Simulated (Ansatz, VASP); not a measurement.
## Two plane-wave programs on SrTiO3 (Tausonite)

```
CELL_PARAMETERS angstrom
3.90985 0.00000 0.00000
0.00000 3.90985 0.00000
0.00000 0.00000 3.90985
ATOMIC_POSITIONS crystal
Sr 0.50000 0.50000 0.50000
Ti 0.00000 0.00000 0.00000
O 0.50000 0.00000 0.00000
O 0.00000 0.50000 0.00000
O 0.00000 0.00000 0.50000
```

Alike in both runs: functional PBE; dispersion D3(BJ); k mesh 8 × 8 × 8; occupations gaussian, width 0.02 eV; no spin polarisation.

Ansatz relaxed the structure, and its values are those at the end. VASP's run is a single point on that final structure, the one shown.

|  | VASP | Ansatz |
| --- | --- | --- |
| version | VASP 6.6.1 | Ansatz 0.2.0 |
| potentials or method | VASP PAW PBE potentials, release 64 (Sr_sv, Ti_sv, O) | scalar-relativistic, plane waves, PAW |
| plane-wave cutoff (eV) | 520 | 420 |
| valence electrons in the cell | 40 | 40 |

Ansatz gave:

```
gap on the k mesh at the Fermi level (eV) : 1.88
least direct gap on the mesh (eV)         : 2.23
pressure (GPa)                            : 0.0
```

Task: Estimate VASP's values.

Result: gap on the k mesh at the Fermi level (eV): 1.85; least direct gap on the mesh (eV): 2.21; pressure (GPa): 0.7.

A k mesh can miss the band edges.
